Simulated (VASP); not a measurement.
Here is a VASP 6.6.1 calculation.

INCAR

```
  PREC = Accurate
  ENCUT = 520
  EDIFF = 1E-7
  ISMEAR = -1
  SIGMA = 0.05
  LREAL = F
  LASPH = T
  NELM = 80
  ALGO = Fast
  ISIF = 2
  LWAVE = F
  LCHARG = F
  LNONCOLLINEAR = T
  MAGMOM = 0 0 0 0 0 0 0 0 0 0 0 0 0 0 0 0 0 0
  LORBIT = 11
  LSORBIT = T
  GGA_COMPAT = F
  LMAXMIX = 4
  GGA = PE
  NBANDS = 60
```

The input KPOINTS:

```
regular mesh
0
Gamma
  5 5 6
```

The input POSCAR:

```
HfO2
1.0
    4.8135329900      0.0000000000      0.0000000000
    0.0000000000      4.8135329900      0.0000000000
    0.0000000000      0.0000000000      3.2054154100
Hf O
2 4
Direct
    0.5000000000      0.5000000000      0.5000000000
    0.0000000000      0.0000000000      0.0000000000
    0.8050448800      0.1949551200      0.5000000000
    0.6949551200      0.6949551200      0.0000000000
    0.3050448800      0.3050448800      0.0000000000
    0.1949551200      0.8050448800      0.5000000000
```

The input KPOINTS_OPT:

```
path GXMGZRAZ,XR,MA
15
line-mode
reciprocal
 0.0000000000  0.0000000000  0.0000000000  G
 0.0000000000  0.5000000000  0.0000000000  X

 0.0000000000  0.5000000000  0.0000000000  X
 0.5000000000  0.5000000000  0.0000000000  M

 0.5000000000  0.5000000000  0.0000000000  M
 0.0000000000  0.0000000000  0.0000000000  G

 0.0000000000  0.0000000000  0.0000000000  G
 0.0000000000  0.0000000000  0.5000000000  Z

 0.0000000000  0.0000000000  0.5000000000  Z
 0.0000000000  0.5000000000  0.5000000000  R

 0.0000000000  0.5000000000  0.5000000000  R
 0.5000000000  0.5000000000  0.5000000000  A

 0.5000000000  0.5000000000  0.5000000000  A
 0.0000000000  0.0000000000  0.5000000000  Z

 0.0000000000  0.5000000000  0.0000000000  X
 0.0000000000  0.5000000000  0.5000000000  R

 0.5000000000  0.5000000000  0.0000000000  M
 0.5000000000  0.5000000000  0.5000000000  A
```

Potentials or basis: VASP PAW PBE potentials, release 64 (Hf_pv, O).

The run is started by

```bash
$ cat potpaw_PBE.64/Hf_pv/POTCAR potpaw_PBE.64/O/POTCAR > POTCAR
$ mpirun -np 1 vasp_ncl > vasp.out
```

Task: What does it give for the largest force?

Result: 0.030 eV/Å.

Task: Predict the pressure.

Result: 5.7 GPa.

Stress tensor (GPa, compression positive):
```
5.56 0.00 0.00
0.00 5.56 0.00
0.00 0.00 6.06
```
